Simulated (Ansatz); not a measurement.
# Formation energy of HfO2 (CdI2-type structure)

Computed with Ansatz (plane waves, PAW, 420 eV cutoff): PBE, scalar-relativistic, no spin polarisation, Γ-centred 12×12×6 mesh, 0.05 eV Gaussian smearing. The datasets are Ansatz's generated set soft_2.

The start was a prototype's sites filled with these elements. The Crystallography Open Database lists the compound in space groups P21/c, Pbca, Fm-3m, so this is a trial structure.

Symmetry: P-3m1, No. 164, trigonal system. The conventional cell has a = 3.252 Å, b = 3.252 Å, c = 5.602 Å, α = 90.00°, β = 90.00°, γ = 120.00°. Hf (site symmetry -3m) is surrounded by 6 O at 2.11 Å. O (site symmetry 3m) has 3 Hf at 2.11 Å as nearest neighbours. (Shells end 15 % past the nearest neighbour.)

The elements were computed in their standard states (gases as isolated molecules) with the same datasets, cutoff and functional. Absolute energies hang on the potentials; compare differences alone.

Energy of the relaxed cell (3 atoms, smearing extrapolated to zero): -16860.999 eV. Elements, in eV/atom: Hf -15721.362, O -564.968.

What is the formation energy?

[-16860.999 − (1 × -15721.362 + 2 × -564.968)] / 3 = -3.23 eV/atom, or -312 kJ per mole of atoms.

The value is for 0 K, without zero-point energy and without any correction for the binding of gas molecules. Uncorrected semilocal values for oxides, chalcogenides and halides often miss by tenths of an eV an atom. A negative value shows stability against the elements alone, not against other compounds or structures.

Bader charges against formal ones: Hf +2.60 (+4), O −1.30 (−2). The cations give up 65 % of the formal charge; Bader charges stay under formal ones because the anions' density reaches into the cations' basins.

Formal charges Hf⁴⁺, O²⁻ balance and leave closed shells on every ion, so a band insulator is expected, and the gap is 4.76 eV.

Kohn–Sham gaps of semilocal functionals lie under measured ones, often by a third or more. No spin–orbit coupling, a notable omission for heavy elements. The structure is built of weakly bound layers, and this functional has no dispersion term, so their spacing and all that hangs on it (volume, the soft elastic constants, low modes, dielectric constants) are poorly given.
